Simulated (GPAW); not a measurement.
Runs of GPAW 26.7.0 on Pt. Symmetry: Im-3m, No. 229, cubic system. The conventional cell has a = 3.168 Å, b = 3.168 Å, c = 3.168 Å, α = 90.00°, β = 90.00°, γ = 90.00°. Around Pt (site symmetry m-3m) lie 8 Pt at 2.74 Å. This isn't the form of Pt at room conditions, which is fcc.

| level | gap on the mesh (eV) | pressure (GPa) | relaxed volume (Å³/atom) |
| --- | --- | --- | --- |
| PBEsol+D3(BJ) | none | -0.1 | 14.75 |
| PBEsol+D4 | none | -0.1 | 14.94 |
| PBEsol+D3 | none | -0.1 | (b) |
| PBEsol+D3(BJ)+ATM | none | -0.1 | (a) |
| PBEsol | none | 0.0 | 15.17 |

Alike in all rows: task relaxation of cell and atoms; potentials or basis PAW data sets generated in the run's folder for this functional, pw; no spin polarisation; cell relaxed; k mesh 12 × 12 × 12; cutoff (eV) 600; smearing fermi-dirac 0.05 eV.

Problem. Fill in the values left out.

Solution. (a) 14.87; (b) 14.77.

Caveats: later steps reuse the first step's grids; pairwise dispersion overbinds metals, which lowers pressure and volume (some runs).

A k mesh can miss the band edges, and the runs leave out spin-orbit coupling on Pt.

A gap of «none» marks a metal or a gap under the smearing width.

Runs at the PBE level aren't shown here.
